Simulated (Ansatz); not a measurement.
# Bi2Se3 (Paraguanajuatite) (R-3m) in Ansatz: single point with PBE

Aim: the single point of Bi2Se3 (Paraguanajuatite) with PBE.

All numbers are computed with Ansatz 0.2.0; they aren't measurements. Logs are shortened: lines on timing, memory, paths and dates and some standing lists are left out, and cuts for length are marked.

## (1) The undisturbed crystal

Symmetry: R-3m, No. 166, trigonal system. The conventional cell has a = 4.143 Å, b = 4.143 Å, c = 28.636 Å, α = 90.00°, β = 90.00°, γ = 120.00°. Bi (site symmetry 3m) is surrounded by 6 Se at 2.85 to 3.07 Å. Around Se (site symmetry 3m) lie 3 Bi at 2.85 Å. Se (site symmetry -3m) is surrounded by 6 Bi at 3.07 Å.

## (2) Single point, PBE (strain_shear_xy = 0)

File input.yaml:

```yaml
crystal:
  lattice:
    - [2.0715, 1.1959810826, 9.5453333333]
    - [-2.0715, 1.1959810826, 9.5453333333]
    - [0.0, -2.3919621653, 9.5453333333]
  atoms:
    - { symbol: Bi, position: [0.5992, 0.5992, 0.5992] }
    - { symbol: Bi, position: [0.4008, 0.4008, 0.4008] }
    - { symbol: Se, position: [0.7883, 0.7883, 0.7883] }
    - { symbol: Se, position: [0.2117, 0.2117, 0.2117] }
    - { symbol: Se, position: [0.0, 0.0, 0.0] }
kpoints:
  mp_grid: { grid: [8, 8, 8] }
scf:
  occupations: { method: fermi_dirac, width: 0.05 }
hamiltonian:
  xc: pbe
  pseudopotentials: { kind: all_electron, lapw: { basis_error: 0.002 } }
output:
  forces: true
  stress: true
  eigenvalues: true
```

Potentials or basis: all-electron LAPW, scalar-relativistic.

Started as:

```
$ ansatz run input.yaml --threads 4 --pin off --max-ram 12288MiB --backend cpu --events-out ev --progress --plain --runs-dir out
```

The program printed:

```text
Warning: RAYON_NUM_THREADS=4 ignored (pool sized by the plan → 4); use --threads N
LAPW: plane waves up to 7.378 Å⁻¹, error target 2.0e-3 eV per atom; small_component_spin mean_spin; Se in spheres of 1.347 Å, 24 of its electrons in bands, Dirac shells []; Bi in spheres of 1.504 Å, 37 of its electrons in bands, Dirac shells [] (how accurate: hamiltonian.pseudopotentials.lapw.basis_error, Limitations)
Engine: ansatz 0.2.0, x86_64-unknown-linux-gnu
Pseudopotentials: kind: all_electron
Pseudopotential: Bi, LAPW, valence charge 37, lapw/all_electron/scalar/gaussian/Bi, Koelling and Harmon's equation, gaussian nucleus
Pseudopotential: Se, LAPW, valence charge 24, lapw/all_electron/scalar/gaussian/Se, Koelling and Harmon's equation, gaussian nucleus
Functional definition: PBE
  parameter kappa = 0.804
  parameter beta = 0.06672455060314922
  exchange = pbe_x(kappa = kappa, mu = beta*pi^2/3)
  correlation = pbe_c(beta = beta)
Crystal: 5 atoms, lattice volume = 141.890 Å³
Basis set: ecut = 207.3722798281105 eV, 971 PW (Γ), FFT grids on a1−a3, a2−a3, a3, exchange–correlation at level 2
Bands: 88, of which v1, the nominal top of the filled ones, is band 73 counted from 1 (72 counted from 0)
Symmetry: 12 space group operations
Space group: R-3m (ITA 166), of the structure as read, at distance tolerance 5.2e-5 Å
k-points: 65 of 512
Non-local potential: Bi, projectors of the file, none
Non-local potential: Se, projectors of the file, none
Initial density: superposition of atomic densities (chi_scale 0.1, normalization cell, long waves kept (reshape's long-wave potential 0.89 eV rms))
Initial wavefunctions: plane waves of lowest kinetic energy (no species holds an atomic orbital)
Functional: x = pbe(κ = 0.804, μ = 0.2195149727645171), c = pbe(β = 0.06672455060314922)
iter 1 solved again at ethr=2.17e-3 eV; its pass at ethr=1.00e-1 eV (dr2=3.16e0 eV) is discarded
SCF iter   1: F=—  HF=-1369791.617669 eV  |F-HF|=—  |Δ(HF+E_count)|=         —  Δρ=2.82e-2  dr2=3.16e0  ethr=2.17e-3  ⟨swp⟩=2.0  Hψ=35135  notcnv=0
preconditioner: auto → Resta (q_TF=auto, 2.741 Å⁻¹)  ε∞=2.3  [insulator: Δε(μ)=0.702 eV  Ē_g=18.797 eV  σ=0.050 eV  W_gap=1.00  n_scr=44 (ndim 8)  ℏωp=21.6 eV  f_vac=0.135  D(μ)=0.00/eV (n_scr^D=0)  ε∞_Penn≈2.3]
SCF iter   2: F=—  HF=-1369790.920957 eV  |F-HF|=—  |Δ(HF+E_count)|=   6.97e-1  Δρ=1.05e-2  dr2=9.34e-1  ethr=2.17e-3  ⟨swp⟩=3.0  Hψ=17994  notcnv=0
preconditioner: auto → none  [metal: Δε(μ)=0.018 eV  Ē_g=19.121 eV  σ=0.050 eV  W_gap=0.09  n_scr=44 (ndim 8)  ℏωp=21.6 eV  f_vac=0.150  D(μ)=0.05/eV (n_scr^D=0)]
SCF iter   3: F=—  HF=-1369791.200980 eV  |F-HF|=—  |Δ(HF+E_count)|=   2.80e-1  Δρ=1.42e-2  dr2=3.03e0  ethr=6.40e-4  ⟨swp⟩=3.0  Hψ=17200  notcnv=0  recentre
iter 4 solved again at ethr=3.89e-5 eV; its pass at ethr=6.40e-4 eV (dr2=5.68e-2 eV) is discarded
SCF iter   4: F=—  HF=-1369790.819960 eV  |F-HF|=—  |Δ(HF+E_count)|=   3.81e-1  Δρ=4.43e-3  dr2=5.67e-2  ethr=3.89e-5  ⟨swp⟩=2.0  Hψ=28497  notcnv=0
SCF iter   5: F=—  HF=-1369790.826384 eV  |F-HF|=—  |Δ(HF+E_count)|=         —  Δρ=8.19e-4  dr2=2.96e-3  ethr=3.89e-5  ⟨swp⟩=2.0  Hψ=16947  notcnv=0
the basis was enlarged: its passes take 254.9 KiB over the memory plan, 4 of 4 planned eigensolver slots
SCF iter   6: F=—  HF=-1369790.826008 eV  |F-HF|=—  |Δ(HF+E_count)|=   3.76e-4  Δρ=1.48e-4  dr2=6.91e-5  ethr=2.02e-6  ⟨swp⟩=2.0  Hψ=16776  notcnv=0
SCF iter   7: F=—  HF=-1369790.826027 eV  |F-HF|=—  |Δ(HF+E_count)|=   1.85e-5  Δρ=4.02e-5  dr2=2.60e-6  ethr=4.73e-8  ⟨swp⟩=2.5  Hψ=16831  notcnv=0
SCF iter   8: F=—  HF=-1369790.826030 eV  |F-HF|=—  |Δ(HF+E_count)|=   2.63e-6  Δρ=1.13e-5  dr2=1.37e-7  ethr=1.78e-9  ⟨swp⟩=3.0  Hψ=17418  notcnv=0
SCF iter   9: F=-1369790.826030 eV  HF=-1369790.826030 eV  |F-HF|=7.92e-9  |Δ(HF+E_count)|=   2.92e-7  Δρ=2.42e-6  dr2=9.41e-9  ethr=9.41e-11  ⟨swp⟩=3.0  Hψ=17666  notcnv=0
SCF 1 converged in 9 iterations: F = -1369790.826030 eV  dr2 = 9.41e-9
SCF converged after 9 iterations
Free energy (F): -1369790.826030 eV
Harris-Foulkes:  -1369790.826030 eV  (|F-HF|=7.92e-9)
Internal energy: -1369790.825824 eV  (E = F + TS)
E sigma→0 (E₀):  -1369790.825927 eV
Entropy (-TS):   -0.000206 eV (-0.041 meV/atom)
Fermi energy:    11.303569 eV
--- Per-component energies (eV) ---
  E_band       = -10183.144839
  E_kinetic    = 1559156.452510
  E_xc         = -28798.357404
  E_electrostatic = -2900148.920929  (all electrons and nuclei)
  E_smearing   = -0.000206  (= −TS)
  E_closure    = 0.000000  (closes the sum)
  E_atoms      = -1369770.729826  (free atoms, spherical and without spin; not in F)
  Σ components = -1369790.826030   (vs F -1369790.826030, Δ=0.00e0)
  Basis errors (estimates in eV, not in F): energy 8.2e-4 per atom: plane waves 7.6e-4 (4.3e-4 summed), levels above the bands 1.4e-77, relativity 1.1e-7, radial functions 6.6e-5, core shells 6.8e-8; eigenvalues (radial functions only) 3.7e-6; not estimated: angular momenta, meshes, grids; target (lapw.basis_error) 2.0e-3; muffin-tin radii Se 1.347 Å, Bi 1.504 Å
--- Forces (eV/Å), atoms counted from 1 ---
  atom   1  Bi     0.00000000    -0.00000000     0.15853805
  atom   2  Bi     0.00000000     0.00000000    -0.15853805
  atom   3  Se     0.00000000    -0.00000000     0.16020219
  atom   4  Se     0.00000000     0.00000000    -0.16020219
  atom   5  Se     0.00000000     0.00000000     0.00000000
  max |Σ_I F_I| component: 2.78e-17 eV/Å
--- Stress (GPa, compression-positive) ---
        2.555999       0.000000       0.000000
        0.000000       2.555999      -0.000000
        0.000000      -0.000000       2.576864
  P = ⅓ Tr σ = 2.5630 GPa (25.630 kbar)
--- Band table (eV; the first three rows and the last of 65) ---
  k-point 0: bands = ["-196.5161", "-196.5161", "-196.3689", "-142.2861", "-142.2861", "-137.4089", "-137.4089", "-137.4065", "-137.4065", "-137.4065", "-137.4065", "-137.4061", "-137.4061", "-137.4043", "-137.4043", "-137.4043", "-137.4043", "-137.4043", "-137.4043", "-135.9849", "-135.9849", "-135.9849", "-135.9849", "-135.9777", "-135.9777", "-135.8594", "-135.8238", "-135.8238", "-80.5494", "-80.5494", "-80.5494", "-80.5494", "-80.5481", "-80.5481", "-36.1988", "-36.1988", "-36.1986", "-36.1986", "-36.1929", "-36.1929", "-36.1924", "-36.1924", "-36.1899", "-36.1897", "-36.0667", "-36.0590", "-36.0590", "-36.0303", "-36.0303", "-11.9441", "-11.9441", "-11.9423", "-11.9423", "-11.9334", "-11.9309", "-11.9226", "-11.9226", "-11.9199", "-11.9199", "-3.2485", "-2.5176", "-1.6541", "1.6719", "2.4383", "9.0047", "9.0762", "9.3131", "9.3131", "9.3209", "9.3209", "9.9759", "9.9759", "11.1935", "11.4096", "12.5870", "12.5870", "13.3183", "13.9102", "13.9102", "17.0290", "18.1989", "18.1989", "18.2563", "18.2856", "18.9770", "18.9770", "19.8630", "19.8630"]
  k-point 1: bands = ["-196.5161", "-196.5161", "-196.3689", "-142.2861", "-142.2861", "-137.4089", "-137.4089", "-137.4065", "-137.4065", "-137.4065", "-137.4065", "-137.4061", "-137.4061", "-137.4043", "-137.4043", "-137.4043", "-137.4043", "-137.4043", "-137.4043", "-135.9849", "-135.9849", "-135.9849", "-135.9849", "-135.9777", "-135.9777", "-135.8594", "-135.8238", "-135.8238", "-80.5494", "-80.5494", "-80.5494", "-80.5494", "-80.5481", "-80.5481", "-36.1988", "-36.1988", "-36.1986", "-36.1986", "-36.1930", "-36.1929", "-36.1924", "-36.1924", "-36.1898", "-36.1897", "-36.0667", "-36.0590", "-36.0590", "-36.0303", "-36.0303", "-11.9463", "-11.9441", "-11.9405", "-11.9386", "-11.9312", "-11.9287", "-11.9246", "-11.9230", "-11.9218", "-11.9198", "-3.1065", "-2.3971", "-1.5710", "1.5804", "2.2754", "8.1554", "8.2454", "8.8186", "8.9062", "9.4132", "9.8290", "9.8422", "10.2086", "10.4747", "12.3225", "12.9776", "13.0550", "13.3251", "13.9018", "14.1598", "16.6649", "17.2527", "18.3197", "18.5007", "18.8700", "19.2153", "19.5147", "19.7099", "20.5652"]
  k-point 2: bands = ["-196.5161", "-196.5161", "-196.3689", "-142.2861", "-142.2861", "-137.4089", "-137.4089", "-137.4065", "-137.4065", "-137.4065", "-137.4065", "-137.4061", "-137.4061", "-137.4043", "-137.4043", "-137.4043", "-137.4043", "-137.4043", "-137.4043", "-135.9849", "-135.9849", "-135.9849", "-135.9849", "-135.9777", "-135.9777", "-135.8594", "-135.8238", "-135.8238", "-80.5494", "-80.5494", "-80.5494", "-80.5494", "-80.5481", "-80.5481", "-36.1988", "-36.1988", "-36.1986", "-36.1985", "-36.1930", "-36.1930", "-36.1925", "-36.1924", "-36.1898", "-36.1897", "-36.0667", "-36.0590", "-36.0590", "-36.0303", "-36.0302", "-11.9529", "-11.9496", "-11.9331", "-11.9313", "-11.9312", "-11.9271", "-11.9238", "-11.9222", "-11.9207", "-11.9190", "-2.6945", "-2.0675", "-1.3601", "1.2394", "1.8240", "7.0559", "7.5692", "8.0337", "8.3264", "8.8207", "9.3491", "9.9373", "10.0378", "10.6630", "12.3977", "13.1437", "13.3765", "13.9565", "14.3580", "15.2649", "15.7811", "17.4339", "18.5180", "18.9836", "19.1976", "19.7002", "20.1356", "20.4867", "21.3431"]
  k-point 64: bands = ["-196.5161", "-196.5161", "-196.3689", "-142.2861", "-142.2861", "-137.4089", "-137.4089", "-137.4065", "-137.4065", "-137.4065", "-137.4065", "-137.4061", "-137.4061", "-137.4043", "-137.4043", "-137.4043", "-137.4043", "-137.4043", "-137.4043", "-135.9849", "-135.9849", "-135.9849", "-135.9849", "-135.9777", "-135.9777", "-135.8594", "-135.8238", "-135.8238", "-80.5494", "-80.5494", "-80.5494", "-80.5494", "-80.5481", "-80.5481", "-36.1988", "-36.1988", "-36.1986", "-36.1986", "-36.1929", "-36.1929", "-36.1924", "-36.1924", "-36.1899", "-36.1897", "-36.0667", "-36.0590", "-36.0590", "-36.0303", "-36.0303", "-11.9441", "-11.9441", "-11.9422", "-11.9422", "-11.9332", "-11.9311", "-11.9226", "-11.9226", "-11.9198", "-11.9198", "-3.0883", "-2.8537", "-1.3618", "1.2317", "2.8143", "8.5007", "9.1988", "9.1988", "9.5612", "9.5612", "9.6555", "9.8057", "9.8057", "10.7368", "11.8270", "12.8946", "12.8946", "13.2496", "13.5706", "13.5706", "16.9817", "17.8728", "17.8728", "18.1932", "18.5705", "19.6001", "20.1256", "20.1256", "20.3099"]
```

Run time: 33 s. Hardware: 4 threads of AMD EPYC 7R43 (Zen 3), shared host; peak memory 1.1 GiB.

Results:

```
Free energy            : -1369790.8260 eV
Pressure               : 2.6 GPa
Largest force          : 0.160 eV/Å
Band gap on the k mesh : 0.22 eV, direct
```

Forces on the atoms (eV/Å):
```
Bi   0.000  0.000  0.159
Bi   0.000  0.000 -0.159
Se   0.000  0.000  0.160
Se   0.000  0.000 -0.160
Se   0.000  0.000  0.000
```

Caveat: spin-orbit coupling is left out, which as a rule narrows the gap of such compounds by several tenths of an eV.
